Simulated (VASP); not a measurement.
Set up this calculation in VASP 6.6.1, as the native input.

```yaml
Task: single point
Functional: revPBE
Potentials_or_basis: VASP PAW PBE potentials, release 64 (B)
Cutoff: 520 eV
k_mesh: 27 × 27 × 2
Occupations: fermi-dirac, width 0.1 eV
Spin: no spin polarisation
Dipole_correction: no
Further_INCAR_settings: ALGO = Fast; EDIFF = 1e-06; NBANDS = 14
```

The structure of B lies in POSCAR:

```
B
1.0
    1.7226256347      0.0000000000      0.0000000000
   -0.8613128173      1.4918375609      0.0000000000
    0.0000000000      0.0000000000     21.7015576716
B
4
Direct
    1.0000000000      1.0000000000      0.0000000000
    1.0000000000      1.0000000000      0.5000000000
    0.3333333333      0.6666666667      0.2500000000
    0.6666666667      0.3333333333      0.7500000000
```

This isn't the form of B at room conditions, which is rhombohedral.

The input as run:

INCAR

```
SYSTEM = B
PREC     = Accurate       ! precision mode
ENCUT    = 520            ! plane-wave cutoff, eV
EDIFF    = 1E-6           ! SCF threshold, eV
ISMEAR   = -1             ! smearing method
SIGMA    = 0.1            ! smearing width, eV
LREAL    = .FALSE.        ! projectors in reciprocal space
LASPH    = .TRUE.         ! aspherical terms in the spheres
NELM     = 60             ! most SCF steps
ALGO     = Fast           ! electronic algorithm
ISIF     = 2              ! what is computed and relaxed
LWAVE    = .FALSE.        ! write WAVECAR
LCHARG   = .TRUE.         ! write CHGCAR
GGA      = RE             ! functional
LELF     = .TRUE.         ! ELF
LVHAR    = .TRUE.       
NBANDS   = 14             ! bands
```

KPOINTS

```
regular mesh
0
G
  27 27 2
  0 0 0
```

Potentials or basis: VASP PAW PBE potentials, release 64 (B).

The run is started by

```console
$ cat potpaw_PBE.64/B/POTCAR > POTCAR
$ mpirun -np 1 vasp_std > vasp.out
```

Results of the run:

The pressure is -0.7 GPa. The band gap on the k mesh is none (metal or under the smearing width).

Caveat: the PAW data sets were made with another functional, which shifts forces and pressure a little; this functional lacks dispersion, which binds the layers, so the pressure and a relaxed spacing across them are unreliable.

Wall time 70 s on 1 thread of AMD EPYC 9R45 (Zen 5) (shared host), peak memory 0.19 GiB.
